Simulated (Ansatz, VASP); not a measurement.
## MoS2: VASP beside Ansatz

```
Mo S
1.0
     3.20580    0.00000    0.00000
    -1.60290    2.77631    0.00000
     0.00000    0.00000    6.27011
Mo S
1 2
Cartesian
  0.0000 0.0000 3.1351
  1.6029 0.9254 4.6692
  0.0000 1.8509 1.6009
```

Change from the starting cell: volume scaled by 0.98.

Alike in both runs: task single point; functional PBEsol; k mesh 9 × 9 × 4; occupations fermi-dirac, width 0.05 eV; no spin polarisation.

|  | VASP | Ansatz |
| --- | --- | --- |
| version | VASP 6.6.1 | Ansatz 0.2.0 |
| potentials or method | VASP PAW PBE potentials, release 64 (Mo_sv, S) | Ansatz PAW |
| plane-wave cutoff (eV) | 520 | 420 |
| valence electrons in the cell | 26 | 26 |

Ansatz gave:

- gap on the k mesh at the Fermi level (eV): none
- pressure (GPa): -0.8
- largest component of the traceless stress (GPa): 2.74
- rms of the force components (eV/Å): 0.164

Q: What did VASP give for the same quantities?

A: gap on the k mesh at the Fermi level (eV): none; pressure (GPa): -0.8; largest component of the traceless stress (GPa): 2.76; rms of the force components (eV/Å): 0.167.

Atom by atom the forces differ by 0.003 eV/Å (rms over components). A gap of «none» marks a metal or a gap that the smearing closes.

Caveats: this functional lacks dispersion, which binds the layers, so the pressure and a relaxed spacing across them are unreliable; the PAW data sets were made with another functional, which shifts forces and pressure a little (VASP); the PAW data sets come from PBE, with cores solved anew for the run's functional, which leaves a small shift of forces and pressure (Ansatz).
